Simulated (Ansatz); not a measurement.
MoS2 (started from an entry of an open crystallographic database), relaxed with r2SCAN+rVV10. Space group P6_3/mmc (No. 194), hexagonal; a = 3.173 Å, c = 12.436 Å in the conventional setting, 18.07 Å³ an atom. Around Mo lie 6 S at 2.40 Å; around S lie 3 Mo at 2.40 Å.

```yaml
crystal:
  lattice:
    - [3.17302, 0.00000, 0.00000]
    - [-1.58651, 2.74792, 0.00000]
    - [0.00000, 0.00000, 12.43591]
  atoms:
    - { symbol: Mo, position: [0.33333, 0.66667, 0.25000] }
    - { symbol: Mo, position: [0.66667, 0.33333, 0.75000] }
    - { symbol: S, position: [0.33333, 0.66667, 0.62490] }
    - { symbol: S, position: [0.66667, 0.33333, 0.12490] }
    - { symbol: S, position: [0.33333, 0.66667, 0.87510] }
    - { symbol: S, position: [0.66667, 0.33333, 0.37510] }
```

4 runs of the PAW code Ansatz on this cell differ in the functional (and in the settings that go with it). Levels are in eV from each run's valence top; v1 is the last filled band, c1 the first empty one.

Run A, mean stress +1.2 GPa (compression positive):
```tsv
point	v5	v3	v1	c1	c2	c3
Γ	-2.32	-1.36	0.00	2.24	2.24	2.27
M	-2.62	-1.72	-1.32	1.68	1.73	2.11
K	-3.91	-2.86	-0.66	1.08	1.08	2.07
A	-2.34	-2.34	-0.29	2.25	2.25	2.25
L	-2.74	-1.80	-1.37	1.70	1.70	2.24
H	-3.61	-3.01	-0.74	1.08	1.08	2.51
```

Run B, mean stress -2.4 GPa (compression positive):
```tsv
point	v5	v3	v1	c1	c2	c3
Γ	-2.40	-1.52	0.00	3.52	3.52	3.55
M	-2.87	-1.83	-1.46	2.91	2.96	3.39
K	-4.25	-3.14	-0.62	2.13	2.13	3.35
A	-2.43	-2.43	-0.32	3.52	3.52	3.52
L	-3.00	-1.92	-1.52	2.93	2.93	3.52
H	-3.93	-3.30	-0.71	2.13	2.13	3.82
```

Run C, mean stress -0.5 GPa (compression positive):
```tsv
point	v5	v3	v1	c1	c2	c3
Γ	-2.39	-1.45	0.00	2.79	2.79	2.81
M	-2.76	-1.79	-1.40	2.20	2.25	2.65
K	-4.09	-3.01	-0.66	1.51	1.51	2.61
A	-2.41	-2.41	-0.31	2.79	2.79	2.79
L	-2.88	-1.88	-1.45	2.22	2.22	2.78
H	-3.78	-3.17	-0.74	1.52	1.52	3.07
```

Run D, mean stress -5.2 GPa (compression positive):
```tsv
point	v5	v3	v1	c1	c2	c3
Γ	-2.18	-1.22	0.00	2.08	2.08	2.10
M	-2.45	-1.56	-1.29	1.55	1.59	1.96
K	-3.75	-2.67	-0.65	0.98	0.98	1.83
A	-2.20	-2.20	-0.27	2.09	2.09	2.09
L	-2.57	-1.65	-1.34	1.57	1.57	2.09
H	-3.44	-2.82	-0.73	0.98	0.98	2.27
```

Problem. Match the runs to LDA, r2SCAN, r2SCANh, PBE0.

Solution. A is r2SCAN, B is PBE0, C is r2SCANh, D is LDA. In order of the gap: LDA 0.85, r2SCAN 1.03, r2SCANh 1.50, PBE0 2.13 eV.

Spin-unpolarised throughout; all numbers are computed.

Spin-orbit coupling is left out.

The program warns that its thresholds are loose for a hybrid's stress.

The meshes of the hybrids are coarse, so their gaps aren't converged to the digits shown.
